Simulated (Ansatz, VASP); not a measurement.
**LiF: VASP beside Ansatz**

```
CELL_PARAMETERS angstrom
13.00000 0.00000 0.00000
0.00000 13.30000 0.00000
0.00000 0.00000 3.51329
ATOMIC_POSITIONS crystal
Li 0.50000 0.50000 0.00000
Li 0.50000 0.34492 0.50000
Li 0.50000 0.65508 0.50000
Li 0.34134 0.50000 0.50000
Li 0.65866 0.50000 0.50000
F 0.33512 0.50000 0.00000
F 0.66488 0.50000 0.00000
F 0.50000 0.50000 0.50000
F 0.50000 0.33884 0.00000
F 0.50000 0.66116 0.00000
```

Alike in both runs: functional PBEsol; k mesh 1 × 1 × 8; occupations gaussian, width 0.05 eV; no spin polarisation.

Ansatz relaxed the structure, and its values are those at the end. VASP's run is a single point on that final structure, the one shown.

|  | VASP | Ansatz |
| --- | --- | --- |
| version | VASP 6.6.1 | Ansatz 0.2.0 |
| potentials or method | VASP PAW PBE potentials, release 64 (Li_sv, F) | scalar-relativistic, plane waves, PAW |
| plane-wave cutoff (eV) | 520 | 420 |
| valence electrons in the cell | 50 | 50 |

VASP gave:

| Quantity | Value |
| --- | --- |
| gap on the k mesh at the Fermi level (eV) | 6.35 |
| least direct gap on the mesh (eV) | 6.46 |

Problem. Which values does Ansatz return?

Solution. gap on the k mesh at the Fermi level (eV): 6.35; least direct gap on the mesh (eV): 6.47.

Ansatz warned: «xc_potential_rough_in_thin_density».

 Expect the measured gap to be larger: semilocal functionals such as PBEsol lack the derivative discontinuity.
